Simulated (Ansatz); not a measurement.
Here is an Ansatz 0.2.0 calculation.

Contents of input.yaml:

```yaml
crystal:
  lattice:
    - [0.0, 2.82891, 2.82891]
    - [2.82891, 0.0, 2.82891]
    - [2.82891, 2.82891, 0.0]
  atoms:
    - { symbol: Ge, position: [0.75, 0.75, 0.75] }
    - { symbol: Ge, position: [0.5, 0.5, 0.5] }
hamiltonian:
  xc: pbe
  pseudopotentials: { kind: paw }
kpoints:
  mp_grid: { grid: [8, 8, 8] }
scf:
  occupations: { method: gaussian, width: 0.018 }
output:
  forces: true
  stress: true
  eigenvalues: true
```

Potentials or basis: Ansatz PAW.

Command:

```console
$ ansatz run input.yaml --threads 2 --pin off --max-ram 5632MiB --backend cpu --events-out ev --progress --plain --runs-dir out
```

Predict the band gap on the k mesh.

0.03 eV, direct.

Estimate the pressure.

3.6 GPa.

**The experiment to reproduce.**

“Electronic and optical properties of SixGe1-x-ySny alloys lattice-matched to Ge”, 2021, arxiv:2109.02782 reports, for a bulk crystal of Ge at 293 K: band gap 0.666 eV (indirect).

Measured gap of Ge: 0.666 eV (indirect; 293 K; “Electronic and optical properties of SixGe1-x-ySny alloys lattice-matched to Ge”, 2021, arxiv:2109.02782). This calculation gives 0.03 eV (-0.64 eV). 3 values of this kind are on record (0.666 to 0.807 eV); this one was drawn at random among those near their median. Spin-orbit coupling on Ge is left out. The value is that of PBE on a finite k mesh, which can miss the band edges, without temperature or zero-point motion. Semilocal functionals fall short of measured gaps as a rule.
